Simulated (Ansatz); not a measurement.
# Tin, beta-Sn (white tin): convergence with Fermi-Dirac smearing

Computed with Ansatz, r²SCAN, scalar-relativistic PAW, on the relaxed cell (a = 5.896 Å, c = 3.178 Å (c/a = 0.539); spin not included). Errors count from a run at 500 eV on a Γ-centred 18×18×12 mesh with Fermi-Dirac smearing of 0.1 eV, extrapolated to zero width. Fixed here: cutoff 500 eV, mesh 11×11×8. The SCF starts from atomic densities corrected by a trained network.

```
width (eV)  E(σ→0) error (meV/atom)  F error (meV/atom)  P (GPa)  SCF iterations
      0.01                     -4.8                -4.8    -0.03               7
      0.03                     -4.8                -5.3    -0.01               7
       0.2                     -3.3               -32.4     0.14               7
       0.3                     -1.5               -69.5     0.42               6
       0.6                      6.3              -280.9     1.91               6
       1.0                     13.8              -797.5     4.85               6
```

**Question.** What does the run at 0.1 give (width)?

**Answer.** E(σ→0) error (meV/atom): -4.4; F error (meV/atom): -11.2; P (GPa): 0.00; SCF iterations: 7.
